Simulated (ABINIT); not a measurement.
## CdO (Monteponite): band structure with WC

Crystal: CdO (Monteponite).

```xyz
2
Lattice="0.0000 2.3495 2.3495 2.3495 0.0000 2.3495 2.3495 2.3495 0.0000" Properties=species:S:1:pos:R:3 pbc="T T T"
Cd    0.0000    0.0000    0.0000
O     2.3495    2.3495    2.3495
```

```json
{
  "Program": "ABINIT 10.8.3 (patched build)",
  "Task": "band structure",
  "Functional": "WC",
  "Potentials or basis": "JTH PAW PBE v2.0",
  "Cutoff": "626 eV",
  "k mesh": "10 × 10 × 10",
  "Occupations": "fermi-dirac, width 0.05 eV",
  "Spin": "no spin polarisation",
  "Fine-grid cutoff": "1224.51 eV",
  "Exchange and correlation inside the PAW spheres": "full angular mesh (pawxcdev 0, this build's default; the released program takes 1)"
}
```

The pressure is -0.7 GPa, the band gap on the k mesh is none (metal or under the smearing width) and the valence electrons inside the program's atomic spheres are Cd 10.42; O 4.46.

Levels at the corners of the path, in eV from the Fermi level:
| point | band 6 | band 7 | band 8 | band 9 | band 10 | band 11 | band 12 | band 13 |
| --- | --- | --- | --- | --- | --- | --- | --- | --- |
| Γ | -6.53 | -1.57 | -1.57 | -1.57 | -0.70 | 12.57 | 14.24 | 16.75 |
| X | -5.81 | -4.57 | -2.54 | -2.54 | 3.59 | 8.22 | 10.96 | 12.58 |
| W | -5.92 | -3.21 | -3.21 | -2.07 | 5.72 | 8.62 | 8.62 | 10.43 |
| K | -6.11 | -3.61 | -3.09 | -1.45 | 5.14 | 8.31 | 8.32 | 12.59 |
| Γ | -6.53 | -1.57 | -1.57 | -1.57 | -0.70 | 12.57 | 14.24 | 16.75 |
| L | -6.27 | -3.99 | -0.16 | -0.16 | 4.10 | 7.05 | 11.55 | 11.55 |
| U | -6.11 | -3.61 | -3.09 | -1.45 | 5.14 | 8.31 | 8.32 | 12.59 |
| W | -5.92 | -3.21 | -3.21 | -2.07 | 5.72 | 8.62 | 8.62 | 10.43 |
| L | -6.27 | -3.99 | -0.16 | -0.16 | 4.10 | 7.05 | 11.55 | 11.55 |
| K | -6.11 | -3.61 | -3.09 | -1.45 | 5.14 | 8.31 | 8.32 | 12.59 |

Wall time 60 s on 1 thread of Arm Neoverse V1, with other jobs on the host, peak memory 0.12 GiB.

Caveat: the PAW data sets were made with another functional, which shifts forces and pressure a little; this crystal is a semiconductor, whose small gap the functional closes, so the metal is an error of the method.
